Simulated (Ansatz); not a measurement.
Relaxing an invented SiO2 structure

Computed with DFT PBE+D3(BJ), scalar-relativistic, plane waves, PAW in Ansatz 0.2.0. Cutoff 420 eV, Gaussian smearing, Γ-centred meshes. Cell and atoms relax first on a coarse mesh and then on a converged one. In between, the cell is made exact in the group found at 0.06 Å. The steps can't lower the symmetry of their start. No spin polarisation.

The cell of SiO2 is invented: sheets of the NiO2 type stacked, one a cell (R-3m, No. 166) (elements of the layers in order: SiO2 (NiO2 type)). A sheet's type names the database crystal that the layer was cut from.

```cif
data_structure
_symmetry_space_group_name_H-M 'P 1'
_symmetry_Int_Tables_number 1
_cell_length_a 4.6343
_cell_length_b 4.6343
_cell_length_c 4.6343
_cell_angle_alpha 32.742
_cell_angle_beta 32.742
_cell_angle_gamma 32.742
_cell_volume 25.90
loop_
_atom_site_label
_atom_site_type_symbol
_atom_site_fract_x
_atom_site_fract_y
_atom_site_fract_z
_atom_site_occupancy
Si1 Si 0.00000 0.00000 0.00000 1
O1 O 0.40073 0.40073 0.40073 1
O2 O 0.59927 0.59927 0.59927 1
```

The zero of energy is the elements' standard structures at the same level (O₂ as a molecule); no fitted shifts are applied.

Problem. Which structure results?

Solution. The symmetry stays R-3m (No. 166). The volume per atom grows by 18.2 %, from 8.6 to 10.2 Å³. The shortest distance goes from 1.75 Å (Si–O) to 1.80 Å (Si–O). The energy falls by about 0.08 eV/atom (the start's value is from the coarse mesh). Conventional cell: a = 2.686 Å, c = 14.702 Å. Si is surrounded by 6 O at 1.80 Å; O has 3 Si at 1.80 Å.

```
Si O
1.0
     1.34276    0.77524    4.90050
    -1.34276    0.77524    4.90050
     0.00000   -1.55049    4.90050
Si O
1 2
Direct
  0.00000 0.00000 0.00000
  0.39567 0.39567 0.39567
  0.60433 0.60433 0.60433
```

Problem. How does it come out in energy, and is it a metal?

Solution. The formation energy is −2.527 eV/atom and the gap on the 12×12×12 mesh of the 3-atom cell is 6.21 eV.

It lies below the elements, which doesn't yet make it stable against other compounds or structures.

The last run used Gaussian smearing of 0.02 eV. Kohn–Sham gaps at this level usually fall short of measured ones. A later test with randomly moved atoms led to a structure 10 meV/atom lower, so this end is a saddle point or a shallow minimum. In all, the 3 runs took 40 s on 1 thread of AMD EPYC 7R43 64-Core Processor (Zen 3), with other jobs on the host.
